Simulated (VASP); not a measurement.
BaTiO3 under changes of volume

One of the cells (12.858 Å³/atom); the others are scaled copies at fixed shape and fractional positions:

```
Ba Ti O
1.0
     4.00600    0.00000    0.00000
     0.00000    4.00600    0.00000
     0.00000    0.00000    4.00600
Ba Ti O
1 1 3
Direct
  0.50000 0.50000 0.50000
  0.00000 0.00000 0.00000
  0.00000 0.00000 0.50000
  0.00000 0.50000 0.00000
  0.50000 0.00000 0.00000
```

```yaml
Program: VASP 6.6.1
Functional: PBE
Dispersion: D3(BJ)
Potentials_or_basis: VASP PAW PBE potentials, release 64 (Ba_sv, Ti_sv, O)
Cutoff: 520 eV
k_mesh: 6 × 6 × 6
Occupations: gaussian, width 0.02 eV
Spin: no spin polarisation
```

| volume (Å³/atom) | energy over the lowest point (meV/atom) | pressure (GPa) | gap on the mesh (eV) |
| --- | --- | --- | --- |
| 12.343 | 12.49 | 7.7 | 1.82 |
| 12.601 | ? | ? | ? |
| 12.858 | 0.00 | 0.1 | 1.74 |
| 13.115 | 2.28 | -3.2 | 1.70 |
| 13.372 | 9.41 | -6.0 | 1.66 |

Q: What does the run at 12.601 Å³/atom give?

A: Energy over the lowest point 3.20 meV/atom; pressure 3.7 GPa; gap on the mesh 1.78 eV.

Worked out: A Birch-Murnaghan fit of order 2 (a polynomial in V^(-2/3)) to the other rows has its minimum at 12.88 Å³/atom with B0 = V·E''(V) = 169 GPa. It gives 3.22 meV/atom at 12.601 Å³/atom, against the run's 3.20, and -dE/dV = 3.8 GPa, against 3.7. A straight line through the other rows of the gap, of slope -2 eV per unit of ln V, gives 1.78 eV, against the run's 1.78.

Energies are extrapolated to zero smearing.

Caveats: spin-orbit coupling is left out, which moves the levels of the heavy elements.

A mesh can miss the band edges.
